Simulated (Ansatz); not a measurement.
A 2-atom cell of AlP started from a crystallographic database, relaxed with r2SCAN: 4 runs in Ansatz, each a calculation of independent-particle optics. It is cubic, F-43m (No. 216); conventional cell a = 5.479 Å, 20.55 Å³ an atom. Al has 4 P at 2.37 Å; P has 4 Al at 2.37 Å. Spin-unpolarised throughout; all numbers are computed.

```xyz
2
Lattice="0.0000 2.7393 2.7393 2.7393 0.0000 2.7393 2.7393 2.7393 0.0000" Properties=species:S:1:pos:R:3 pbc="T T T"
Al    0.0000    0.0000    0.0000
P     1.3696    1.3696    1.3696
```

On meshes this coarse, single peaks can be features of the mesh. No local fields, no excitons; the zone sum runs over the cells of the mesh, and ε∞ includes the bands left out of the spectrum. Up to four peaks are listed, those above 15 % of the tallest and inside the complete range; the four can differ from row to row. Rows marked drawn have settings drawn at random (some not listed).

```csv
functional,k mesh,broadening (eV),scissors (eV),range (eV),settings,direct gap on the mesh before scissors (eV),ε∞ xx,ε∞ yy,ε∞ zz,complete up to (eV),tallest peaks of mean ε₂ (eV)
PBE,6×6×6,0.1,0.00,0–13,chosen,3.22,8.72,8.72,8.72,13.0,4.50 5.50
r2SCAN,6×6×6,0.1,0.00,0–13,chosen,3.91,7.65,7.65,7.65,13.0,4.95 5.95
PBE,6×6×6,0.1,0.96 (to HSE06),0–13,chosen,3.22,7.47,7.47,7.47,13.0,5.45 6.50
PBE,6×6×6,0.05,0.00,2–10,drawn,3.22,8.72,8.72,8.72,10.0,4.40 5.60
```

The fundamental gap is indirect (1.60 eV with PBE on 6×6×6); the table holds the direct one.
